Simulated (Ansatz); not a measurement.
The system is CuO.

```xyz
4
Lattice="2.3056 -1.7296 0.0728 2.3158 1.7435 0.0481 -0.7081 -0.0390 5.1291" Properties=species:S:1:pos:R:3 pbc="T T T"
Cu    1.1008    0.8093    0.3341
Cu    1.1067   -0.5643    2.4735
O     1.8111   -0.4788    1.4095
O     1.8512    0.1962    3.6580
```

The cell isn't the ideal one: all atoms moved at random, sigma 0.25 Å a component, cell strained at random, sigma 0.03.

```yaml
Program: Ansatz 0.2.0
Task: relaxation of cell and atoms
Functional: PBE
Potentials_or_basis: Ansatz PAW
Cutoff: "420 eV (not typed: the program's choice for these potentials)"
k_mesh: 10 × 10 × 5
Occupations: fermi-dirac, width 0.05 eV
Spin: no spin polarisation
```

At the start: volume 10.33 Å³/atom.

Problem. Where does the relaxation end?

Solution. It ends after 26 steps and the volume is 11.20 Å³/atom (+8.5 %); space group P4_2/mmc (No. 131, to 0.05 Å).

Step by step:
| step | energy change (eV) | largest force (eV/Å) | volume (Å³) |
| --- | --- | --- | --- |
| 1 | 0.0000 | 42.0170 | 41.31 |
| 2 | -6.2033 | 14.2779 | 44.12 |
| 3 | -7.9781 | 6.7639 | 44.64 |
| 4 | -8.9480 | 2.2442 | 45.01 |
| 5 | -9.1548 | 0.4174 | 45.80 |
| 6 | -9.1831 | 0.3699 | 43.84 |
| 7 | -9.1961 | 0.1591 | 45.33 |
| 8 | -9.2128 | 0.2055 | 45.29 |
| 9 | -9.3034 | 0.7991 | 45.43 |
| 10 | -9.4019 | 1.3499 | 45.46 |
| 11 | -9.5429 | 1.5268 | 44.38 |
| 12 | -9.7010 | 0.0425 | 43.97 |
| 13 | -9.7032 | 0.0020 | 43.92 |
| 14 | -9.7035 | 0.0018 | 43.94 |
| 15 | -9.7415 | 0.0015 | 43.94 |
| 16 | -9.7582 | 0.0058 | 44.11 |
| 17 | -9.7607 | 0.0023 | 44.59 |
| 18 | -9.7605 | 0.0003 | 44.65 |
| 19 | -9.7704 | 0.0010 | 44.65 |
| 20 | -9.7729 | 0.0007 | 44.76 |
| 21 | -9.7730 | 0.0007 | 44.79 |
| 22 | -9.7745 | 0.0007 | 44.79 |
| 23 | -9.7748 | 0.0002 | 44.80 |
| 24 | -9.7749 | 0.0002 | 44.80 |
| 25 | -9.7749 | 0.0002 | 44.81 |
| 26 | -9.7750 | 0.0002 | 44.81 |

Final structure:
```
Cu O
1.0
     2.08349   -2.08201    0.16356
     2.08042    2.08488    0.16637
    -0.40617   -0.00435    5.13249
Cu O
2 2
Cartesian
  1.0402 1.0424 0.0832
  0.8386 -1.0432 2.6480
  1.9803 0.0004 1.4481
  1.7775 -0.0019 4.0143
```

Caveat: the plane-wave basis is chosen anew once the cell has moved, so the energies of steps on either side of that aren't comparable; the pressure holds a Pulay correction of +0.6 GPa for the finite cutoff; the run has no spin polarisation, though such a crystal can be magnetic.
